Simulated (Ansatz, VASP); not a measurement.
# KBr in VASP and in Ansatz

INCAR

```
ALGO     = Normal         # electronic algorithm
EDIFF    = 1E-6           # SCF threshold, eV
ENCUT    = 520            # plane-wave cutoff, eV
GGA      = RP             # functional
ISIF     = 2              # what is computed and relaxed
ISMEAR   = -1             # smearing method
LASPH    = True           # aspherical terms in the spheres
LCHARG   = True           # write CHGCAR
LELF     = True           # ELF
LREAL    = False          # projectors in reciprocal space
LVHAR    = True         
LWAVE    = False          # write WAVECAR
NBANDS   = 15             # bands
NELM     = 80             # most SCF steps
PREC     = Accurate       # precision mode
SIGMA    = 0.05           # smearing width, eV
```

KPOINTS

```
k-points
0
Gamma
  7 7 7
```

POSCAR

```
KBr
1.0
    0.0000000000      3.3000000000      3.3000000000
    3.3000000000      0.0000000000      3.3000000000
    3.3000000000      3.3000000000      0.0000000000
Br K
1 1
Direct
    0.5000000000      0.5000000000      0.5000000000
    0.0000000000      0.0000000000      0.0000000000
```

File input.yaml:

```yaml
crystal:
  lattice:
    - [0.0, 3.3, 3.3]
    - [3.3, 0.0, 3.3]
    - [3.3, 3.3, 0.0]
  atoms:
    - { symbol: Br, position: [0.5, 0.5, 0.5] }
    - { symbol: K, position: [0.0, 0.0, 0.0] }
hamiltonian:
  xc: rpbe
  pseudopotentials: { kind: paw }
kpoints:
  mp_grid: { grid: [7, 7, 7] }
  band_path:
    path:
      - [[0.0, 0.0, 0.0], [0.5, 0.0, 0.5], [0.5, 0.25, 0.75], [0.375, 0.375, 0.75], [0.0, 0.0, 0.0], [0.5, 0.5, 0.5], [0.625, 0.25, 0.625], [0.5, 0.25, 0.75], [0.5, 0.5, 0.5], [0.375, 0.375, 0.75]]
      - [[0.625, 0.25, 0.625], [0.5, 0.0, 0.5]]
    npoints: 14
scf:
  occupations: { method: fermi_dirac, width: 0.05 }
  n_extra_bands: 6
output:
  forces: true
  stress: true
  eigenvalues: true
  fatbands: false
  write_density: true
  write_potential: true
  elf: true
  volumetric_format: npy
```

Alike in both runs: functional RPBE; k mesh 7 × 7 × 7; occupations fermi-dirac, width 0.05 eV; no spin polarisation.

```csv
,VASP,Ansatz
version,VASP 6.6.1,Ansatz 0.2.0
potentials or method,"VASP PAW PBE potentials, release 64 (Br, K_sv)",Ansatz PAW
plane-wave cutoff (eV),520,420
valence electrons in the cell,16,16
task,single point,band structure
```

```tsv
	VASP	Ansatz	Ansatz less VASP
gap on the k mesh at the Fermi level (eV)	4.77	4.77	-0.001
least direct gap on the mesh (eV)	4.77	4.77	-0.001
pressure (GPa)	2.2	2.1	-0.03
```

With one functional, cell and mesh, what is left measures potentials, basis and numerics.

Caveats: the PAW data sets were made with another functional, which shifts forces and pressure a little (VASP); an odd mesh through Γ misses points on the zone boundary, where band edges often lie (VASP); the PAW data sets come from PBE, with cores solved anew for the run's functional, which leaves a small shift of forces and pressure (Ansatz). A hybrid or GW would open this gap; RPBE tends to underestimate it.
